## How gradient corrections soften nickel

The bulk modulus tells how strongly a solid resists being squeezed evenly from all sides. It is the pressure applied divided by the fractional loss of volume, for small changes. Nickel, measured at 180 GPa, loses a little under 0.6% of its volume under 1 GPa. How far a calculation misses this stiffness depends on its density functional, the approximation used for exchange and correlation among the electrons. Can the results already known tell us where three further calculations will land?

Face-centred cubic nickel with classical force fields and Kohn–Sham DFT, in a one-atom cell with a static lattice. Each bulk modulus is taken at the method's own equilibrium volume, from an equation-of-state fit. Most fits use seven volumes between 9.86 and 11.12 Å³ per atom, but those of the two FLEUR runs use five and that of BP86 in ABACUS only four. Meshes and cutoffs are usual working values, not converged limits, so differences between runs also hold errors of basis and potentials. The smearing column lists 0.05 eV for every density functional run, yet the notes to the data report widths of both 0.05 and 0.15 among the runs behind the table, without saying where the wider one was used. In the spin column, fm means a ferromagnetic starting state.

```tsv
method	rung	program	potentials	basis	spin	k mesh	smearing	bulk modulus (GPa)	computed less measured (GPa)
2NN MEAM	force field	LAMMPS	MoCoNiVFeAlCr_2nn.meam	default	none	none 1-atom cell	none	187.80	7.80
ADP	force field	LAMMPS	Ni.adp	default	none	none 1-atom cell	none	181.20	1.20
EAM	force field	LAMMPS	Ni_smf7.eam	default	none	none 1-atom cell	none	180.80	0.80
EAM	force field	LAMMPS	Zhou04_create_eam	default	none	none 1-atom cell	none	182.00	2.00
EMT	force field	ASE	EMT	default	none	none 1-atom cell	none	174.70	-5.30
MEAM	force field	LAMMPS	library.meam	default	none	none 1-atom cell	none	181.10	1.10
LDA	LDA	JDFTx	PseudoDojo SR LDA 0.4.1 standard	1333 eV	collinear fm	13x13x13 1-atom cell	Fermi-Dirac 0.05eV	255.30	75.30
BP86	GGA	ABACUS	SG15 ONCV 1.2 PBE	1333 eV	collinear fm	10x10x10 1-atom cell	Fermi-Dirac 0.05eV	194.20	14.20
PBE	GGA	JDFTx	PseudoDojo SR PBE 0.5 standard	1333 eV	collinear fm	13x13x13 1-atom cell	Fermi-Dirac 0.05eV	198.70	18.70
PBE	GGA	VASP	VASP PAW PBE potentials, recommended	520 eV	collinear fm	13x13x13 1-atom cell	Fermi-Dirac 0.05eV	?	?
PBEsol	GGA	FLEUR	all electron	4.64 Kmax	collinear-program-default	13x13x13 1-atom cell	Fermi-Dirac 0.05eV	?	?
r2SCAN	meta-GGA	FLEUR	all electron	4.64 Kmax	collinear-program-default	13x13x13 1-atom cell	Fermi-Dirac 0.05eV	?	?
```

The six force fields lie within 8 GPa of the measurement, closer than any of the known density functional results. Potentials of this kind are usually fitted to measured elastic data, so their closeness mostly reflects that fitting. They hold no electrons whose treatment could be improved, and they play no part in the forecast.

The cleanest comparison is between LDA and PBE in JDFTx, which share program, cutoff and mesh and are listed with the same smearing. LDA gives 255 GPa, about 42% above the measurement, while PBE gives 199 GPa, about 10% above it. An engineer using the LDA value would underestimate the compression of nickel by more than a quarter. Most of that error disappears when the functional is allowed to respond to the gradient of the electron density.

### Why a gradient term softens the metal

LDA treats each point in the crystal as if it sat in a uniform electron gas of the local density. A functional with a gradient term also registers how quickly the density changes, and it lowers the exchange energy where the density is uneven. When atoms move apart, the density between them becomes more uneven, so this lowering grows. The crystal therefore settles at a larger volume, where it is easier to compress. The table shows the softening. The fitted energy curve of the PBE run in JDFTx adds that the modulus rises by about 4.9 GPa for each GPa of pressure, so the crystal does become softer as its volume grows. That the gradient term enlarges the volume is argued from theory.

A diatomic molecule gives a simpler picture. Among related molecules, a shorter bond is usually a stiffer one, and a method that makes the bond too short tends to make it vibrate too fast. The analogy gives only the direction of the effect. In nickel each atom has twelve nearest neighbours, and the conduction electrons also resist compression.

### From mechanism to forecast

Let s be the reduced gradient, a pure number that measures how fast the density changes over the typical spacing of electrons. PBE and PBEsol both multiply the LDA exchange energy by 1 + μs²/(1 + μs²/κ). Here μ sets the strength of the gradient term and κ, about 0.80, limits its growth. PBE has μ ≈ 0.22, while PBEsol has the smaller value 10/81 ≈ 0.12.

The model assumes that the softening relative to LDA is proportional to this extra exchange at s = 0.5, a plausible typical value in a solid. There the extra exchange of PBEsol is 0.5775 of that of PBE. The full step from LDA to PBE is 255.3 − 198.7 = 56.6 GPa, so the estimate for PBEsol is 255.3 − 0.5775 × 56.6 = 222.6 GPa. LDA and PBE set the scale and cannot test the model. BP86, which did not enter it, comes out within 2 GPa, but this is a weak test because its program and mesh differ from those of the pair, its potentials were made for PBE, and its modulus rests on a fit to only four volumes.

The forecasts follow, with error bars that are judgements rather than statistical errors:

- **PBE in VASP: about 199 GPa, ± 6.** The functional is unchanged, so only potentials, basis and numerical details should matter.
- **PBEsol in FLEUR: about 223 GPa, ± 12.** It should lie clearly between PBE and LDA.
- **r2SCAN in FLEUR: about 223 GPa, ± 20.** It should probably lie between them too. It shares PBEsol's exchange limit for slowly varying density, but it also depends on the kinetic energy density and tends to enlarge magnetic moments, hence the wider bar.

The withheld rows as computed:

```tsv
method	rung	program	potentials	basis	spin	k mesh	smearing	bulk modulus (GPa)	computed less measured (GPa)
PBE	GGA	VASP	VASP PAW PBE potentials, recommended	520 eV	collinear fm	13x13x13 1-atom cell	Fermi-Dirac 0.05eV	197.70	17.70
PBEsol	GGA	FLEUR	all electron	4.64 Kmax	collinear-program-default	13x13x13 1-atom cell	Fermi-Dirac 0.05eV	231.70	51.70
r2SCAN	meta-GGA	FLEUR	all electron	4.64 Kmax	collinear-program-default	13x13x13 1-atom cell	Fermi-Dirac 0.05eV	210.90	30.90
```

### What the model caught and what it missed

All three values fall inside their bars. PBE in VASP agrees with PBE in JDFTx to 1 GPa, although the potentials and cutoffs differ. For these two runs, the choice of program matters far less than the step from LDA to PBE.

PBEsol comes out at 232 GPa, 9 GPa stiffer than forecast. A different typical gradient would not repair this, because even at very small s the model keeps 0.12/0.22, or more than half, of PBE's softening, while the calculation shows only about 42% of it. A likely reason is that the model scales exchange alone. The gradient term in correlation works against the one in exchange, and PBEsol weakens it less, so the net gradient effect shrinks by more than the exchange part suggests. This argument gives the right direction; how much of the 9 GPa comes instead from the change to an all-electron program, or from a fit to five volumes instead of seven, is untested. The alternative in the output that scales the whole softening by the correlation coefficient leaves out this opposition, and it misses by more. The final magnetic moments are not listed, and FLEUR began from its default spin setting, so the runs compared here may not share one magnetic state.

r2SCAN misses the other way: at 211 GPa it is 12 GPa softer than forecast. The more telling failure is that the model gave r2SCAN and PBEsol the same modulus, whereas the calculations, both in FLEUR, differ by 21 GPa. A possible reason is that the limit the two functionals share applies only where the density varies slowly, which is a poor description of the compact 3d shells of nickel. Away from that limit r2SCAN also responds to the kinetic energy density, which a single gradient strength cannot represent. These runs do not test that explanation. Larger magnetic moments, which tend to expand the lattice, may add to the softening, but that is a guess.

The working rule is therefore limited to functionals built from the density and its gradient: the weaker the gradient term in exchange, the closer the modulus tends to stay to the stiff LDA value. It places PBEsol between LDA and PBE, but it cannot rank r2SCAN against PBEsol. The output printed after the text lists the estimates and their misses.

### How much of the excess belongs to the functional

Each density functional result in the two tables lies above 180 GPa, but part of that excess comes from the comparison itself. The calculations describe a static lattice, whereas the measured crystal is softened by thermal and zero-point motion. As an illustration, suppose that without these motions nickel had a modulus of 190 GPa, a rough value from memory. PBE in JDFTx would then be about 9 GPa too stiff instead of 19. For LDA the excess would only fall from 75 to about 65 GPa, so most of its error would remain with the functional.

Output of the analysis:

```
LDA less PBE, both JDFTx (GPa): 56.6
LDA excess over measured (percent): 41.83
PBE JDFTx excess over measured (percent): 10.39
PBE JDFTx less a rough recalled cold modulus of 190 GPa (GPa): 8.7
LDA less the same rough cold modulus (GPa): 65.3
PBEsol gradient enhancement as a share of that of PBE, reduced gradient 0.5: 0.5775
BP86 from the model, weak test (GPa): 192.6
BP86 model less computed (GPa): -1.578
PBEsol alternative with reduced gradient 1 (GPa): 220.2
PBEsol alternative scaled by correlation coefficient (GPa): 216.4
FORECAST PBE in VASP, bar 6 GPa (GPa): 198.7
FORECAST PBEsol in FLEUR, bar 12 GPa (GPa): 222.6
FORECAST r2SCAN in FLEUR, bar 20 GPa (GPa): 222.6
COMPUTED PBE in VASP (GPa): 197.7
COMPUTED PBEsol in FLEUR (GPa): 231.7
COMPUTED r2SCAN in FLEUR (GPa): 210.9
MISS PBE in VASP, forecast less computed (GPa): 1
MISS PBEsol, forecast less computed (GPa): -9.085
MISS r2SCAN, forecast less computed (GPa): 11.72
PBE in VASP less measured (GPa): 17.7
PBEsol less measured (GPa): 51.7
r2SCAN less measured (GPa): 30.9
r2SCAN less PBEsol, both FLEUR (GPa): -20.8
PBEsol, share of the way from LDA to PBE JDFTx: 0.417
r2SCAN, share of the way from LDA to PBE JDFTx: 0.7845
```
